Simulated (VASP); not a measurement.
# SrO (Fm-3m) in VASP: band structure with PBE

Aim: the band structure of SrO with PBE.

All numbers are computed with VASP 6.6.1; they aren't measurements. Logs are shortened: lines on timing, memory, paths and dates and some standing lists are left out, and cuts for length are marked.

**1. The structure**

The structure is cubic, space group Fm-3m (No. 225). Conventional cell: a = 5.203 Å, b = 5.203 Å, c = 5.203 Å, α = 90.00°, β = 90.00°, γ = 90.00°. Sr (site symmetry m-3m) is surrounded by 6 O at 2.60 Å. O (site symmetry m-3m) has 6 Sr at 2.60 Å as nearest neighbours.

The cell was built by a generator and needn't be a form met in nature.

**2. Band structure, PBE**

Contents of POSCAR:

```
SrO                                     
1.0
   -0.0000000000      2.6013091336      2.6013091336
    2.6013091336     -0.0000000000      2.6013091336
    2.6013091336      2.6013091336      0.0000000000
  Sr              O             
     1     1
Direct
     0.0000000000000000    0.0000000000000000    0.0000000000000000
     0.5000000000000000    0.5000000000000000    0.5000000000000000
```

Contents of INCAR.step1:

```
SYSTEM = SrO
ALGO = Normal
EDIFF = 1E-7
ENCUT = 700
GGA = PE
ISIF = 2
ISMEAR = 0
LASPH = .True.
LCHARG = .True.
LREAL = .False.
LWAVE = .False.
NELM = 100
PREC = Accurate
SIGMA = 0.02
```

Contents of KPOINTS.step1:

```
k-points
0
Gamma
  10 10 10
  0 0 0
```

Contents of INCAR.step2:

```
SYSTEM = SrO
ALGO = Normal
EDIFF = 1E-7
ENCUT = 700
GGA = PE
ICHARG = 11
ISIF = 2
ISMEAR = 0
LASPH = .True.
LCHARG = .False.
LREAL = .False.
LWAVE = .False.
NELM = 100
PREC = Accurate
SIGMA = 0.05
```

Contents of KPOINTS.step2:

```
path GXWKGLUWLK,UX
20
line-mode
reciprocal
 0.0000000000  0.0000000000  0.0000000000  G
 0.5000000000  0.0000000000  0.5000000000  X

 0.5000000000  0.0000000000  0.5000000000  X
 0.5000000000  0.2500000000  0.7500000000  W

 0.5000000000  0.2500000000  0.7500000000  W
 0.3750000000  0.3750000000  0.7500000000  K

 0.3750000000  0.3750000000  0.7500000000  K
 0.0000000000  0.0000000000  0.0000000000  G

 0.0000000000  0.0000000000  0.0000000000  G
 0.5000000000  0.5000000000  0.5000000000  L

 0.5000000000  0.5000000000  0.5000000000  L
 0.6250000000  0.2500000000  0.6250000000  U

 0.6250000000  0.2500000000  0.6250000000  U
 0.5000000000  0.2500000000  0.7500000000  W

 0.5000000000  0.2500000000  0.7500000000  W
 0.5000000000  0.5000000000  0.5000000000  L

 0.5000000000  0.5000000000  0.5000000000  L
 0.3750000000  0.3750000000  0.7500000000  K

 0.6250000000  0.2500000000  0.6250000000  U
 0.5000000000  0.0000000000  0.5000000000  X
```

Potentials or basis: VASP PAW PBE potentials, release 64 (Sr_sv, O).

The run is started by

```
> cat potpaw_PBE.64/Sr_sv/POTCAR potpaw_PBE.64/O/POTCAR > POTCAR
> cp INCAR.step1 INCAR
> cp KPOINTS.step1 KPOINTS
> mpirun -np 1 vasp_std > vasp.out
> cp INCAR.step2 INCAR
> cp KPOINTS.step2 KPOINTS
> mpirun -np 1 vasp_std > vasp.out
```

OUTCAR:

```text
SYSTEM = SrO
   EDIFF = 1E-7
   ENCUT = 700
   GGA = PE
   ICHARG = 11
   ISIF = 2
   ISMEAR = 0
   LASPH = .True.
   LREAL = .False.
   NELM = 100
   PREC = Accurate

 ion  position               nearest neighbor table
   1  0.000  0.000  0.000-   2 2.60   2 2.60   2 2.60   2 2.60   2 2.60   2 2.60
   2  0.500  0.500  0.500-   1 2.60   1 2.60   1 2.60   1 2.60   1 2.60   1 2.60

  LATTYP: Found a face centered cubic cell.
 ALAT       =     5.2026182672

  Lattice vectors:

 A1 = (   0.0000000000,   2.6013091336,   2.6013091336)
 A2 = (   2.6013091336,   0.0000000000,   2.6013091336)
 A3 = (   2.6013091336,   2.6013091336,   0.0000000000)

Analysis of symmetry for initial positions (statically):
=====================================================================
 Subroutine PRICEL returns:
 Original cell was already a primitive cell.

 Routine SETGRP: Setting up the symmetry group for a
 face centered cubic supercell.

 Subroutine GETGRP returns: Found 48 space group operations
 (whereof 48 operations were pure point group operations)
 out of a pool of 48 trial point group operations.

The static configuration has the point symmetry O_h .

Analysis of symmetry for dynamics (positions and initial velocities):
=====================================================================
 Subroutine PRICEL returns:
 Original cell was already a primitive cell.

 Routine SETGRP: Setting up the symmetry group for a
 face centered cubic supercell.

 Subroutine GETGRP returns: Found 48 space group operations
 (whereof 48 operations were pure point group operations)
 out of a pool of 48 trial point group operations.

The dynamic configuration has the point symmetry O_h .

 Subroutine INISYM returns: Found 48 space group operations
 (whereof 48 operations are pure point group operations),
 and found     1 'primitive' translations

----------------------------------------------------------------------------------------

                                     Primitive cell

  volume of cell :      35.2051

  direct lattice vectors                    reciprocal lattice vectors
     0.000000000  2.601309134  2.601309134    -0.192210912  0.192210912  0.192210912
     2.601309134  0.000000000  2.601309134     0.192210912 -0.192210912  0.192210912
     2.601309134  2.601309134  0.000000000     0.192210912  0.192210912 -0.192210912

  length of vectors
     3.678806657  3.678806657  3.678806657     0.332919065  0.332919065  0.332919065

  position of ions in fractional coordinates (direct lattice)
     0.000000000  0.000000000  0.000000000
[... 83 lines left out ...]
   NELECT =      16.0000    total number of electrons
   NUPDOWN=      -1.0000    fix difference up-down
   EMIN   =  10.00;   EMAX   =-10.00  energy-range for DOS
   EFERMI =   0.00;   METHOD = LEGACY
   ISMEAR =     0;   SIGMA  =   0.05  broadening in eV -4-tet -1-fermi 0-gaus
   EFERMI_NEDOS =   21; number of points for ismear=-14 and -15
   IALGO  =     38    algorithm
   IMIX   =      4    mixing-type and parameters
     AMIX     =   0.40;   BMIX     =  1.00
     AMIX_MAG =   1.60;   BMIX_MAG =  1.00
  volume/ion in A,a.u.               =      17.60       118.79
  Fermi-wavevector in a.u.,A,eV,Ry     =   1.258673  2.378547 21.555129  1.584257
  Thomas-Fermi vector in A             =   2.392271
   LORBIT       =      0    0 simple, 1 ext, 2 COOP (PROOUT), +10 PAW based schemes
   GGA     = PE    functional components
   LHFCALC =     F    Hartree Fock is set to
   AEXX    =    0.0000 exact exchange contribution
   IVDW    =     0    specifies the selected vdW correction
   LEPSILON=     F    determine dielectric tensor
   LRPA    =     F    only Hartree local field effects (RPA)
 non-spin polarized calculation
 Gauss-broadening in eV      SIGMA  =   0.05
  energy-cutoff  :      700.00
  volume of cell :       35.21
 maximum number of plane-waves:      1500
 NGX is ok and might be reduce to    32

 number of electron      16.0000001 magnetization

 Free energy of the ion-electron system (eV)
  ---------------------------------------------------
  ext. energy  EPLUGINS =         0.00000000
  ---------------------------------------------------
  free energy    TOTEN  =       -11.64664818 eV

  energy without entropy =      -11.64664818  energy(sigma->0) =      -11.64664818

 E-fermi :   1.8275     XC(G=0):  -9.8607

 val. band max:        1.4984599035   @ k =   0.0000   0.0000   0.0000
 cond. band min:       4.7831852916   @ k =   0.5000   0.0000   0.5000
 fundamental gap:      3.2847253880
 Fermi energy:         1.8274554835

 k-point     1 :       0.0000    0.0000    0.0000
  band No.  band energies     occupation
      1     -31.0151      2.00000
      2     -13.5450      2.00000
      3     -12.6875      2.00000
      4     -12.6875      2.00000
      5     -12.6875      2.00000
      6       1.4985      2.00000
      7       1.4985      2.00000
      8       1.4985      2.00000
      9       5.2376      0.00000
     10       7.6322      0.00000
     11       7.6322      0.00000
     12       7.6322      0.00000
[... 331 lines left out ...]
 k-point    24 :       0.5000    0.0395    0.5395
  band No.  band energies     occupation
      1     -30.8625      2.00000
      2     -13.6014      2.00000
      3     -13.5348      2.00000
      4     -13.0227      2.00000
      5     -12.9043      2.00000
      6       1.0070      2.00000
      7       1.3239      2.00000
      8       1.3658      2.00000
      9       4.8683      0.00000
     10       9.1037      0.00000
     11      11.1628      0.00000
     12      11.4933      0.00000

 [... further k-points ...]

------------------------ aborting loop because EDIFF is reached ----------------------------------------

  FORCE on cell =-STRESS in cart. coord.  units (eV):
  Direction    XX          YY          ZZ          XY          YZ          ZX
  --------------------------------------------------------------------------------------
  -------------------------------------------------------------------------------------
  Total        2.2599928      2.2599928      2.2599928     -0.0000000      0.0000000     -0.0000000
  in kB      102.8517621    102.8517621    102.8517621     -0.0000000      0.0000000     -0.0000000
  external PRESSURE =     102.8517621 kB  Pullay stress =       0.0000000 kB

 VOLUME and BASIS-vectors are now :
 -----------------------------------------------------------------------------
  energy-cutoff  :      700.00
  volume of cell :       35.21
      direct lattice vectors                 reciprocal lattice vectors
     0.000000000  2.601309134  2.601309134    -0.192210912  0.192210912  0.192210912
     2.601309134  0.000000000  2.601309134     0.192210912 -0.192210912  0.192210912
     2.601309134  2.601309134  0.000000000     0.192210912  0.192210912 -0.192210912

 POSITION                                       TOTAL-FORCE (eV/Angst)
 -----------------------------------------------------------------------------------
      0.00000      0.00000      0.00000         0.000000      0.000000      0.000000
      2.60131      2.60131      2.60131        -0.000000     -0.000000     -0.000000
 -----------------------------------------------------------------------------------
    total drift:                                0.000000     -0.000000      0.000000

  FREE ENERGIE OF THE ION-ELECTRON SYSTEM (eV)
  ---------------------------------------------------
  free  energy   TOTEN  =       -11.6466481835 eV

  energy  without entropy=      -11.6466481835  energy(sigma->0) =      -11.64664818
```

OSZICAR.step1:

```text
N       E                     dE             d eps       ncg     rms          rms(c)
DAV:   1     0.931819715321E+02    0.93182E+02   -0.10337E+04  1128   0.164E+03
DAV:   2    -0.982591080659E+01   -0.10301E+03   -0.95038E+02  1596   0.285E+02
DAV:   3    -0.141267755187E+02   -0.43009E+01   -0.42703E+01  1480   0.570E+01
DAV:   4    -0.142564256882E+02   -0.12965E+00   -0.12959E+00  1620   0.826E+00
DAV:   5    -0.142575063112E+02   -0.10806E-02   -0.10806E-02  1444   0.738E-01    0.154E+01
DAV:   6    -0.121849042159E+02    0.20726E+01   -0.10625E+01  1332   0.241E+01    0.187E+01
DAV:   7    -0.120663850206E+02    0.11852E+00   -0.62877E-01  1396   0.704E+00    0.107E+01
DAV:   8    -0.120583382949E+02    0.80467E-02   -0.14525E-01  1204   0.428E+00    0.716E-01
DAV:   9    -0.120587020814E+02   -0.36379E-03   -0.13907E-02  1548   0.999E-01    0.223E-01
DAV:  10    -0.120594131165E+02   -0.71104E-03   -0.12250E-03  1196   0.360E-01    0.605E-02
DAV:  11    -0.120595351045E+02   -0.12199E-03   -0.20852E-04  1332   0.128E-01    0.439E-02
DAV:  12    -0.120595535196E+02   -0.18415E-04   -0.49447E-05  1200   0.712E-02    0.538E-02
DAV:  13    -0.120595478410E+02    0.56787E-05   -0.10292E-05  1360   0.379E-02    0.301E-03
DAV:  14    -0.120595478222E+02    0.18787E-07   -0.13381E-06  1532   0.106E-02    0.192E-03
DAV:  15    -0.120595478744E+02   -0.52232E-07   -0.37680E-08   860   0.186E-03
   1 F= -.12059548E+02 E0= -.12059548E+02  d E =-.241959E-46
```

Wall time 1.9 min (1 thread of Intel Xeon Platinum 8375C at 2.90GHz (Ice Lake), shared host); peak memory 0.28 GiB.

What came out:

```
Band gap on the k mesh  : 3.28 eV, indirect (least direct gap 3.39 eV)
Band gap along the path : 3.28 eV, indirect (least direct gap 3.39 eV)
```

Levels at the corners of the path, in eV from the valence-band top:
| point | band 6 | band 7 | band 8 | band 9 | band 10 | band 11 |
| --- | --- | --- | --- | --- | --- | --- |
| Γ | 0.00 | 0.00 | 0.00 | 3.74 | 6.13 | 6.13 |
| X | -0.49 | -0.11 | -0.11 | 3.28 | 7.54 | 9.94 |
| X | -0.49 | -0.11 | -0.11 | 3.28 | 7.54 | 9.94 |
| W | -1.08 | -0.47 | -0.47 | 5.93 | 5.93 | 8.36 |
| W | -1.08 | -0.47 | -0.47 | 5.93 | 5.93 | 8.36 |
| K | -0.94 | -0.56 | -0.52 | 4.73 | 7.73 | 8.46 |
| K | -0.94 | -0.56 | -0.52 | 4.73 | 7.73 | 8.46 |
| Γ | 0.00 | 0.00 | 0.00 | 3.74 | 6.13 | 6.13 |
| Γ | 0.00 | 0.00 | 0.00 | 3.74 | 6.13 | 6.13 |
| L | -2.10 | -1.07 | -1.07 | 6.40 | 8.18 | 8.65 |
| L | -2.10 | -1.07 | -1.07 | 6.40 | 8.18 | 8.65 |
| U | -0.94 | -0.56 | -0.52 | 4.73 | 7.73 | 8.46 |
| U | -0.94 | -0.56 | -0.52 | 4.73 | 7.73 | 8.46 |
| W | -1.08 | -0.47 | -0.47 | 5.93 | 5.93 | 8.36 |
| W | -1.08 | -0.47 | -0.47 | 5.93 | 5.93 | 8.36 |
| L | -2.10 | -1.07 | -1.07 | 6.40 | 8.18 | 8.65 |
| L | -2.10 | -1.07 | -1.07 | 6.40 | 8.18 | 8.65 |
| K | -0.94 | -0.56 | -0.52 | 4.73 | 7.73 | 8.46 |
| U | -0.94 | -0.56 | -0.52 | 4.73 | 7.73 | 8.46 |
| X | -0.49 | -0.11 | -0.11 | 3.28 | 7.54 | 9.94 |

Caveat: the log is that of the step along the path at fixed density, whose energy, stress, charges and moments have no meaning. As with any semilocal functional, this PBE gap is likely too small.
